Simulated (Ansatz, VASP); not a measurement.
**GaN in VASP and in Ansatz**

```
Ga N
1.0
     3.17968    0.00000    0.00000
    -1.58984    2.75368    0.00000
     0.00000    0.00000    5.19088
Ga N
2 2
Cartesian
  0.0000 1.8358 -0.0031
  1.5898 0.9179 2.5924
  0.0000 1.8358 1.9496
  1.5898 0.9179 4.5451
```

Alike in both runs: functional BLYP; dispersion D3(BJ); k mesh 8 × 8 × 6; occupations gaussian, width 0.05 eV; no spin polarisation.

Ansatz relaxed the structure, and its values are those at the end. VASP's run is a single point on that final structure, the one shown.

|  | VASP | Ansatz |
| --- | --- | --- |
| version | VASP 6.6.1 | Ansatz 0.2.0 |
| potentials or method | VASP PAW PBE potentials, release 64 (Ga_d, N) | scalar-relativistic, plane waves, PAW |
| plane-wave cutoff (eV) | 520 | 420 |
| valence electrons in the cell | 36 | 36 |

|  | VASP | Ansatz | Ansatz less VASP |
| --- | --- | --- | --- |
| gap on the k mesh at the Fermi level (eV) | 2.02 | 2.03 | +0.010 |
| least direct gap on the mesh (eV) | 2.02 | 2.03 | +0.010 |
| pressure (GPa) | 5.2 | 3.7 | -1.52 |
| rms of the force components (eV/Å) | 0.005 | 0.003 | -0.0019 |
| dispersion energy (meV/atom) | -562.7 | -562.8 | -0.06 |

Caveats: the PAW data sets were made with another functional, which shifts forces and pressure a little (VASP). As with any semilocal functional, this BLYP gap is likely too small.
